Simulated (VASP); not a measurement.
Wanted: the native input for a VASP 6.6.1 run.

* Task: single point
* Functional: PBE
* Potentials or basis: VASP PAW PBE potentials, release 64 (In_d, O)
* Cutoff: 520 eV
* k mesh: 9 × 9 × 1
* Occupations: fermi-dirac, width 0.05 eV
* Spin: no spin polarisation
* Dipole correction: yes
* Further INCAR settings: ALGO = Normal; EDIFF = 1e-07; NBANDS = 16

The structure of InO lies in POSCAR:

```
InO
1.0
    3.5514100000      0.0000000000      0.0000000000
   -1.7757000000      3.0756100000      0.0000000000
    0.0000000000      0.0000000000     25.9136200000
In O
1 1
Direct
    0.0000000000      0.0000000000      0.3201900000
    0.6666700000      0.3333300000      0.2972500000
```

The cell was built by a generator and needn't be a form met in nature.

These files were run (other wordings do the same):

INCAR

```
SYSTEM = InO
PREC = Accurate ; ENCUT = 520
EDIFF = 1E-7 ; ISMEAR = -1
SIGMA = 0.05 ; LREAL = .FALSE.
LASPH = .TRUE. ; NELM = 100
ALGO = Normal ; ISIF = 2
LWAVE = .FALSE. ; LCHARG = .FALSE.
LDIPOL = .TRUE. ; IDIPOL = 3
DIPOL = 0.5 0.5 0.309 ; GGA = PE
NBANDS = 16
```

KPOINTS

```
Automatic mesh
0
G
  9 9 1
  0 0 0
```

Potentials or basis: VASP PAW PBE potentials, release 64 (In_d, O).

Command:

```sh
$ cat potpaw_PBE.64/In_d/POTCAR potpaw_PBE.64/O/POTCAR > POTCAR
$ mpirun -np 1 vasp_std > vasp.out
```

It gave:

```
Largest force          : 0.031 eV/Å
Band gap on the k mesh : none (metal or under the smearing width)
```

Caveat: an odd number of electrons without spin polarisation forces a metal; a magnetic or distorted state may lie lower.

Run time: 4.5 min on 1 thread of AMD EPYC 7R13 Processor (Zen 3), with other jobs on the host, peak memory 0.41 GiB.
